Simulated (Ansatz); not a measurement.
Crystal: C.

```
C
1.0
     2.52210    0.00000    0.00000
    -1.26105    2.18420    0.00000
     0.00000    0.00000    8.23710
C
8
Direct
  0.66667 0.33333 0.84375
  0.33333 0.66667 0.34375
  0.66667 0.33333 0.65625
  0.33333 0.66667 0.15625
  0.00000 0.00000 0.90625
  0.00000 0.00000 0.40625
  0.00000 0.00000 0.59375
  0.00000 0.00000 0.09375
```

This is a hexagonal form of diamond, not graphite.

Base run:

- Program: Ansatz 0.2.0
- Functional: PBE
- Potentials or basis: Ansatz PAW
- Cutoff: 420 eV (not typed: the program's choice for these potentials)
- k mesh: 12 × 12 × 4
- Occupations: fermi-dirac, width 0.05 eV
- Spin: no spin polarisation

Its results: band gap on the k mesh 4.42 eV, indirect (least direct gap 5.19 eV); pressure 2.3 GPa; largest force 0.329 eV/Å.

**Question.** The run is repeated on the same cell with these changes: functional from PBE to r2SCAN; cutoff from 420 eV (not typed: the program's choice for these potentials) to 500 eV (not typed: the program's choice for these potentials). What comes out?

**Answer.** Band gap on the k mesh 4.64 eV, indirect (least direct gap 5.45 eV); pressure -1.9 GPa; largest force 0.359 eV/Å.

r2SCAN gives the wider gap, since meta-GGAs in the generalised Kohn-Sham scheme recover part of the derivative discontinuity.

Caveats: the PAW data sets come from PBE, with cores solved anew for the run's functional, which leaves a small shift of forces and pressure (some runs).
